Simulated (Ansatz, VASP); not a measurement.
# One calculation of Nb, two programs

```
CELL_PARAMETERS angstrom
-1.63779 1.63779 1.63779
1.63779 -1.63779 1.63779
1.63779 1.63779 -1.63779
ATOMIC_POSITIONS crystal
Nb 0.00000 0.00000 0.00000
```

Alike in both runs: task relaxation of cell and atoms; functional PBEsol; k mesh 18 × 18 × 18; occupations gaussian, width 0.1 eV; no spin polarisation.

|  | VASP | Ansatz |
| --- | --- | --- |
| version | VASP 6.6.1 | Ansatz 0.2.0 |
| potentials or method | VASP PAW PBE potentials, release 64 (Nb_sv) | scalar-relativistic, plane waves, PAW |
| plane-wave cutoff (eV) | 600 | 420 |
| valence electrons in the cell | 13 | 13 |

```csv
,VASP,Ansatz,Ansatz less VASP
"gap on the k mesh at the Fermi level, each at its own relaxed structure (eV)",none,none,-
relaxed volume (Å³/atom),17.50,17.52,+0.024
relaxed cell length with the largest relative difference (Å),2.833,2.834,+0.0013
```

A gap of «none» marks a metal or a gap that the smearing closes.

Caveats: the PAW data sets were made with another functional, which shifts forces and pressure a little (VASP).
